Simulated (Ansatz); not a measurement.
# What TaInSe3 (model cell, started as cubic perovskite with Ta in the octahedra) distorts into, part 3 of 3

Aim: this structure of TaInSe3 (model cell, started as cubic perovskite with Ta in the octahedra) is to be tested for unstable modes, and one is followed downhill.

Ansatz 0.2.0; DFT PBEsol, scalar-relativistic, plane waves, PAW.

So far. Step 4 (The mode frozen in, largest atomic shift 0.6 Å): The run ends at a pressure of -4.31 GPa, with forces up to 0.16 eV/Å. Step 5 (Energy along the mode, all amplitudes (two of the runs …): The lowest of the steps tried is the last one, at 0.6 Å, 96.0 meV/atom below the parent; the bottom of the well need not coincide with a step. The relaxed cell has a = 7.026, c = 16.129 Å (conventional setting).

The structure was built from a prototype and need not be the compound's stable phase.

### 7. Modes of the new phase

A relaxed structure may still be a saddle point, so its zone-centre modes are computed. No field response is asked, since the mesh shows no gap.

Contents of input.yaml:

```yaml
crystal:
  lattice:
    - [4.9684680034, 4.9684680034, 0.0]
    - [4.9684680034, 0.0, 4.9684680034]
    - [4.7601442539, 0.2083237495, -4.7601442539]
  atoms:
    - { symbol: In, position: [0.0, 0.0, 0.0] }
    - { symbol: In, position: [0.0, 0.5, 0.5] }
    - { symbol: Ta, position: [0.5, 0.25, 0.75] }
    - { symbol: Ta, position: [0.5, 0.75, 0.25] }
    - { symbol: Se, position: [0.6093547967, 0.0, 1.0] }
    - { symbol: Se, position: [0.3906452033, 0.5, 0.5] }
    - { symbol: Se, position: [0.0, 0.3906452033, 0.0] }
    - { symbol: Se, position: [0.0, 0.1093547967, 0.5] }
    - { symbol: Se, position: [0.3906452033, 0.6093547967, 0.0] }
    - { symbol: Se, position: [0.6093547967, -0.1093547967, 0.5] }
kpoints:
  mp_grid: { grid: [6, 6, 6] }
hamiltonian:
  xc: pbesol
scf:
  occupations: { method: methfessel_paxton, width: 0.15 }
output:
  eigenvalues: true
phonons:
  method: dfpt
```

Launch:

```bash
> ansatz run input.yaml --threads 8 --pin off --max-ram 14336MiB --backend cpu --events-out ev --progress --plain --runs-dir out
```

Numbers of over 12 decimals in the logs are rounded to 6 here.

The program printed:

```text
[...]
Crystal: 10 atoms, lattice volume = 229.872 Å³
Basis set: ecut = 420 eV, 4511 PW (Γ), exchange–correlation on 96×96×96 points (8 copies of the dense FFT grid, shifted against one another)
Bands: 89, of which v1, the nominal top of the filled ones, is band 74 counted from 1 (73 counted from 0)
Symmetry: 12 space group operations
k-points: 112 of 216 (irreducible under 1 space group operation, time reversal used)
[...]
SCF iter   1: F=—  HF=-63213.954847 eV  |F-HF|=—  |Δ(HF+E_count)|=         —  Δρ=4.22e-3  dr2=6.29e-2  ethr=1.77e-3  ⟨swp⟩=6.2  Hψ=35162  notcnv=0  defer=3
[...]
SCF iter  11: F=-63213.939545 eV  HF=-63213.939545 eV  |F-HF|=1.46e-11  |Δ(HF+E_count)|=    0.00e0  S|Δr|=    0.00e0  Δρ=3.81e-8  dr2=3.88e-12  ethr=1.00e-12  ⟨swp⟩=10.1  Hψ=48323  notcnv=0
SCF 1 converged in 11 iterations: F = -63213.939545 eV  dr2 = 3.88e-12
[...]
DFPT response loops at Γ: preconditioner auto → Kerker (q_TF=auto, 2.535 Å⁻¹) (partly filled bands, converged f_vac=0.001); β = 1.00, the filter's whole step (`scf.mixing.beta` (0.50) is not read by the response loops under this deck's `scf.mixing.preconditioner`; to damp them name `kerker` or `kerker_dos`, under which they read `scf.mixing.beta`, and type it under 1.00, their step now; both keys bind the ground state too); Broyden in place of MSR1
SCF converged after 11 iterations
[...]
Free energy (F): -63213.939545 eV
[...]
Internal energy: -63213.940585 eV  (E = F + TS)
E sigma→0 (E₀):  -63213.939805 eV
Entropy (-TS):   0.001039 eV (0.104 meV/atom)
Fermi energy:    10.874360 eV
[...]
--- Band table (eV; the first three rows and the last of 112) ---
  k-point 0: bands = [... 70 lower, 9.5282, 9.9226, 10.4856, 10.4856, 10.5022, 10.9732, 11.4562, 11.7561, ... 11 higher]
  k-point 1: bands = [... 70 lower, 9.5753, 9.5753, 10.0044, 10.9695, 10.9695, 11.0342, 11.8496, 11.8496, ... 11 higher]
  k-point 2: bands = [... 70 lower, 9.4347, 9.4347, 10.0742, 10.9494, 11.4979, 11.4979, 11.9336, 11.9336, ... 11 higher]
  k-point 111: bands = [... 70 lower, 9.0713, 9.3004, 10.0517, 10.3840, 11.2245, 11.6189, 11.9581, 12.1652, ... 11 higher]
--- Phonons (Γ-DFPT): 4 representative perturbations + reference, on 112 of 216 k-points (Σ response iterations 16) ---
  k mesh reduced under 1 symmetry operation, with k and −k counted as one. Each operation leaves every solved perturbation unchanged. A smaller set is not used because it would not reduce the number of displacements times k-points to solve
  ASR residual: 6.140e-5 → 0.000e0 eV/Å²; symmetrization residual: 4.358e-5 eV/Å²
  ASR residual per site (eV/Å²): 3.80e-5 3.80e-5 5.32e-5 5.32e-5 6.14e-5 6.14e-5 6.14e-5 6.14e-5 6.14e-5 6.14e-5
  Γ frequencies (cm⁻¹): -39.10 -39.03 0.00 0.00 0.00 52.21 52.21 57.90 57.90 87.63 87.63 89.77 89.77 90.95 104.10 104.45 121.34 126.86 148.82 148.82 162.37 162.37 176.31 176.31 193.23 207.48 207.48 215.52 215.52 265.99
  non-analytic LO–TO correction: not included (Born effective charges unavailable; polar crystals: no LO–TO splitting at Γ)
```

It took 8.8 min on 8 threads of Arm Neoverse N1, shared host; peak memory 7 GiB; 61 min of CPU time.

This step gave:

```yaml
sum_rule_residual_before_enforcement: 6.14e-5 eV/Å²
point_group: -3m
highest_optical_mode_at_the_zone_centre_no_lo_to_term: 266.0 cm⁻¹
lowest_optical_zone_centre_mode: -39.1 cm⁻¹
```

Patterns of degenerate modes are one choice out of their space. Modes at Γ, with each element's share of the kinetic energy (negative means imaginary):

```
mode  frequency (cm⁻¹)  symmetry  In %  Ta %  Se %
   1             -39.1       A2g    99     0     1
   2             -39.0       A2u    78     8    13
   3               0.0  acoustic    22    34    44
   4               0.0  acoustic    22    34    44
   5               0.0  acoustic    22    34    44
   6              52.2        Eg    23     0    77
   7              52.2        Eg    23     0    77
   8              57.9        Eu    17     2    81
   9              57.9        Eu    17     2    81
  10              87.6        Eu    25    52    23
  11              87.6        Eu    25    52    23
  12              89.8        Eg    55     0    45
  13              89.8        Eg    55     0    45
  14              91.0       A2u     0    38    62
  15             104.1       A1u     0    80    20
  16             104.5       A2g     1     0    99
  17             121.3       A1g     0     0   100
  18             126.9       A1u     0    20    80
  19             148.8        Eu    18    75     6
  20             148.8        Eu    18    75     6
  21             162.4        Eu    16    28    56
  22             162.4        Eu    16    28    56
  23             176.3        Eg    22     0    78
  24             176.3        Eg    22     0    78
  25             193.2       A2u     0    20    80
  26             207.5        Eg     0     0   100
  27             207.5        Eg     0     0   100
  28             215.5        Eu     2     8    90
  29             215.5        Eu     2     8    90
  30             266.0       A2g     0     0   100
```

Displacements in mode 1 (-39.1 cm⁻¹), the largest set to 1:
```
In1  1.00 -1.00 -1.00
In2 -1.00  1.00  1.00
Ta3  0.00  0.00  0.00
Ta4  0.00  0.00  0.00
Se5 -0.10  0.10 -0.02
Se6  0.10 -0.10  0.02
Se7 -0.10 -0.02  0.10
Se8  0.10  0.02 -0.10
Se9  0.02  0.10  0.10
Se10-0.02 -0.10 -0.10
```

Displacements in mode 27 (207.5 cm⁻¹), the largest set to 1:
```
In1  0.06  0.03  0.03
In2 -0.06 -0.03 -0.03
Ta3  0.00  0.00  0.00
Ta4  0.00  0.00  0.00
Se5 -0.12 -0.14 -0.52
Se6  0.12  0.14  0.52
Se7 -0.12 -0.48 -0.14
Se8  0.12  0.48  0.14
Se9 -1.00  0.02  0.01
Se10 1.00 -0.02 -0.01
```

Before it was imposed, the acoustic sum rule was missed by 6.1e-5 eV/Å². Small misses are needed for a sound result but don't prove that mesh and cutoff are converged. The lowest optical mode is imaginary, 39.1i cm⁻¹, so the energy falls along it.

### 8. Summary of results

```
unstable mode of the parent                                                      : q = (-0.5, -0.5, -0.5), 70i cm⁻¹
depth at the lowest point sampled                                                : 96.0 meV/atom
largest atomic shift at that point                                               : 0.6 Å
space group reached (within 0.01 Å)                                              : R-3c
energy gained over the parent (first relaxation, on the mesh of the frozen mode) : 142 meV/atom
volume per atom, phase reached                                                   : 23.0 Å³
lowest optical zone-centre mode, phase reached                                   : -39.1 cm⁻¹
highest optical mode at the zone centre (no LO-TO term), phase reached           : 266 cm⁻¹
```

**Reading.** Along this mode the structure falls into R-3c, 142 meV/atom below the parent. At the parent's cell the well is 96.01 meV/atom deep on the steps tried, with its lowest point at a shift of 0.6 Å. That is the last step tried, so the steps alone don't bracket the bottom of the well. Relaxing atoms and cell changes the gain by +46.20 meV/atom against the lowest step (energies at zero smearing). The new phase still has an imaginary mode at the zone centre of its cell, so it is a saddle point on the way to a lower structure. Of the 7 patterns followed to their end from this parent, this one reaches the lowest energy. Each path keeps the symmetry of its pattern, so a lower phase may lie along a pattern not tried. With no gap, or one that is small against the smearing, the frequencies hang on the k mesh and the smearing, most of all near Kohn anomalies. Spin-orbit coupling is left out, which can matter for the heavy elements here. The starting cell was built on a prototype and not taken from a measurement, so the phase need not exist.

[Logs are printed without paths, hosts, clocks, repeated set-up lines and the standing remarks that a program may print on its own settings, such as how far it seeks lower states.]

[Hosts, paths, dates, database ids (printed as entryN), source tags and the programs' standing remarks are cut or masked in the printed files.]
